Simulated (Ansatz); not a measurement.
G0W0 rungs for GeSb2Te4 (R3m).

```xyz
7
Lattice="2.1547 1.2440 13.8971 -2.1547 1.2440 13.8971 0.0000 -2.4881 13.8971" Properties=species:S:1:pos:R:3 pbc="T T T"
Ge    0.0000    0.0000   23.7831
Sb    0.0000    0.0000   17.7825
Sb    0.0000    0.0000   41.6074
Te    0.0000    0.0000   36.2618
Te    0.0000    0.0000    5.5935
Te    0.0000    0.0000   29.6579
Te    0.0000    0.0000   12.0788
```

The cell and positions are those that the Materials Project relaxed with its own functionals (PBE, PBE+U or r2SCAN), kept fixed. Spin-orbit coupling is left out unless a run names it.

Runs so far (Ansatz 0.2.0, start PBE, PAW set soft_1 files, 4×4×4 mesh). Times are wall times on 1 × NVIDIA H100 80GB HBM3 (shared by 6 runs) with 2 threads of AMD EPYC 7R13 (Zen 3), shared host, good to a factor of about two.

| bands summed | cutoff (eV) | gap on the mesh (eV) | time |
| --- | --- | --- | --- |
| 233 | 50 | 0.398 | 57 s |
| 561 | 100 | 0.432 | 2 min |
| 986 | 150 | 0.446 | 4.7 min |

Question: What should the next rung give, with 1710 bands and screening to 220 eV, and where is the limit?

The error falls about as one over the bands when the cutoff rises with them. A line through the two highest rungs given predicts 0.453 eV; the run gave 0.458 eV, a miss of 0.005 eV, so the law fails here: the steps don't follow it yet. The two highest rungs put the limit near 0.475 eV, the pair below near 0.463 eV; neither can be trusted until a further rung is run.

Gaps are over the mesh's points; an edge off the mesh would be missed. Limits: not at the basis limit; mesh may overstate the screening; no spin-orbit coupling.

[Paths, hosts, dates, memory and timing lines, banners, echoed tables and standing remarks are left out of the program output.]

[Logs are printed without paths, hosts, clocks, repeated set-up lines and the standing remarks that a program may print on its own settings, such as how far it seeks lower states.]

[Runs of the session that timed out or met a known fault of the program may be left out.]

[Cells called generated may have been cut or substituted from an entry of the Crystallography Open Database or the Materials Project.]

[Hosts, paths, dates, database ids (printed as entryN), source tags and the programs' standing remarks are cut or masked in the printed files.]
